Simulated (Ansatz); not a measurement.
**From formation energies to a reaction energy: Si2C**

Level of theory: Ansatz, DFT PBE, scalar-relativistic, plane waves, PAW. Settings: cutoff 420 eV, Γ-centred meshes spaced at most about 0.3 Å⁻¹, and about 0.25 Å⁻¹ or finer for metals (2π included), Gaussian smearing. No spin polarisation.

The zero of energy is the elements' standard structures at the same level; no fitted shifts are applied.

These are static total energies at zero pressure. The reference form of C is held partly by dispersion forces, which this level lacks.

A trial structure of Si2C (reached from: Si and C ordered on diamond sites; relaxed: space group P-3m1 (No. 164), a = 3.203 Å, c = 8.930 Å) has a formation energy of 0.350 eV/atom. It holds Si–Si nets (shortest 2.27 Å) and C–C pairs (shortest 1.62 Å). At its composition the lowest mixture among the elements and 1 reference phase computed alike (others may be missing) consists of these:

| phase | source | ΔE_f (eV/atom) |
| --- | --- | --- |
| Si (solid) | element | -0.001 |
| SiC (P6_3mc) | Materials Project | -0.204 |

The lowest database cell of Si (-0.001) lies slightly below the reference, hence the non-zero entry.

Question: Write the balanced decomposition and find its energy per atom, per formula unit and per mole of formula units.

Answer: Balancing Si and C gives Si2C → Si + SiC. The left side holds 3 atoms, and the products take 1/3 (Si) and 2/3 (SiC) of them. The mixture therefore lies at 1/3 × (-0.001) + 2/3 × (-0.204) = -0.136 eV/atom. The reaction energy is -0.136 − (0.350) = -0.486 eV/atom. Times 3 atoms that is -1.458 eV per Si2C, and times 96.485 it is -141 kJ per mole of Si2C. Decomposition is downhill, so the trial structure is unstable against this mixture.
